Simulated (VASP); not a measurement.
A run of VASP 6.6.1 is set up as follows.

Contents of INCAR:

```
  PREC = Accurate
  ENCUT = 520
  EDIFF = 1E-7
  ISMEAR = -1
  SIGMA = 0.05
  LREAL = F
  LASPH = T
  NELM = 100
  ALGO = Normal
  ISIF = 2
  LWAVE = F
  LCHARG = F
  GGA = PS
  NBANDS = 16
```

File KPOINTS:

```
regular mesh
0
Gamma
  7 7 7
```

The input POSCAR:

```
CdTe
1.0
    0.0000000000      3.2471758892      3.2471758892
    3.2471758892      0.0000000000      3.2471758892
    3.2471758892      3.2471758892      0.0000000000
Te Cd
1 1
Direct
    0.7500000000      0.7500000000      0.7500000000
    0.0000000000      0.0000000000      0.0000000000
```

Potentials or basis: VASP PAW PBE potentials, release 64 (Te, Cd).

Command:

```bash
$ cat potpaw_PBE.64/Te/POTCAR potpaw_PBE.64/Cd/POTCAR > POTCAR
$ mpirun -np 1 vasp_std > vasp.out
```

Predict the band gap on the k mesh.

0.64 eV, direct.

Estimate the pressure.

0.1 GPa.

Caveat: the PAW data sets were made with another functional, which shifts forces and pressure a little; spin-orbit coupling is left out, which moves the levels of the heavy elements.

**The experiment to reproduce.**

From a printed reference work, data compilation, for a bulk crystal of CdTe at 0 K: band gap 1.607 eV.

A measured gap of CdTe is 1.607 eV (0 K; a printed reference work, data compilation); the calculated 0.64 eV misses it by -0.96 eV. Spin-orbit coupling on Cd, Te is left out. The value is that of PBEsol, without temperature or zero-point motion. Semilocal functionals fall short of measured gaps as a rule.
